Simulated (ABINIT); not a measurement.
Runs of ABINIT 10.8.3 (patched build) on SnO. The structure is tetragonal, space group P4/nmm (No. 129). Conventional cell: a = 3.814 Å, b = 3.814 Å, c = 4.887 Å, α = 90.00°, β = 90.00°, γ = 90.00°. Around Sn (site symmetry 4mm) lie 4 O at 2.23 Å. O (site symmetry -4m2) has 4 Sn at 2.23 Å as nearest neighbours. The cell is a database's computed one.

| task | level | potentials or basis | k mesh | cutoff (eV) | fine-grid cutoff | mesh quality | gap on the mesh (eV) | pressure (GPa) | largest force (eV/Å) |
| --- | --- | --- | --- | --- | --- | --- | --- | --- | --- |
| band structure | PBEsol | JTH PAW PBE v2.0 sp | 7 × 7 × 6 | 626 | 1224.51 eV | not flagged | 0.35 | 0.2 | 0.23 |
| band structure | LDA-PZ | JTH PAW LDA v2.0 | 7 × 7 × 6 | 626 | 1224.51 eV | not flagged | 0.47 | -3.7 | 0.23 |
| single point | PBEsol | JTH PAW PBE v2.0 | 6 × 6 × 5 | 626 | 1224.51 eV | not flagged | 0.14 | -1.0 | 0.07 |
| single point | PBEsol | JTH PAW PBE v2.0 | 4 × 4 × 4 | 626 | 1224.51 eV | not flagged | 0.14 | -0.9 | 0.09 |
| band structure | LDA | JTH PAW LDA v2.0 | 7 × 7 × 6 | 626 | 1224.51 eV | not flagged | 0.47 | -3.7 | 0.25 |
| single point | LDA | JTH PAW LDA v2.0 | 4 × 4 × 4 | 626 | 1224.51 eV | not flagged | 0.24 | -3.7 | (b) |
| single point | r2SCAN | JTH PAW PBE v2.0 | 3 × 3 × 2 | 762 | 1360.57 eV | coarse | 1.27 | (c) | 0.08 |
| single point | LDA | JTH PAW LDA v2.0 | 9 × 9 × 8 | 626 | 1224.51 eV | not flagged | (a) | -3.7 | 0.25 |
| band structure | LDA | JTH PAW LDA v2.0 sp | 7 × 7 × 6 | 626 | 1224.51 eV | not flagged | 0.46 | -2.6 | 0.09 |
| single point | LDA | JTH PAW LDA v2.0 | 3 × 3 × 2 | 626 | 1224.51 eV | coarse | 1.23 | -3.8 | 0.21 |
| single point | LDA | JTH PAW LDA v2.0 | 6 × 6 × 5 | 626 | 1224.51 eV | not flagged | 0.24 | -3.7 | 0.25 |
| single point | PBEsol | JTH PAW PBE v2.0 | 3 × 3 × 2 | 626 | 1224.51 eV | coarse | 1.13 | -1.0 | 0.11 |

Alike in all rows: no spin polarisation; cell as given; smearing fermi-dirac 0.05 eV.

Fill in the values left out.

(a) 0.37; (b) 0.24; (c) -1.2.

Caveats: some runs use coarse meshes; spin-orbit coupling is left out, which moves the levels of the heavy elements; an odd mesh through Γ misses points on the zone boundary, where band edges often lie (some runs); the PAW data sets were made with another functional, which shifts forces and pressure a little (some runs); the mesh misses the band edges, which the band path finds closer together (some runs); this set keeps more shells in the core, which shifts pressures and gaps (some runs).

A k mesh can miss the band edges, and the runs leave out spin-orbit coupling on Sn.

The runs don't all hold the same shells in valence.

Runs at the PBE level aren't shown here.
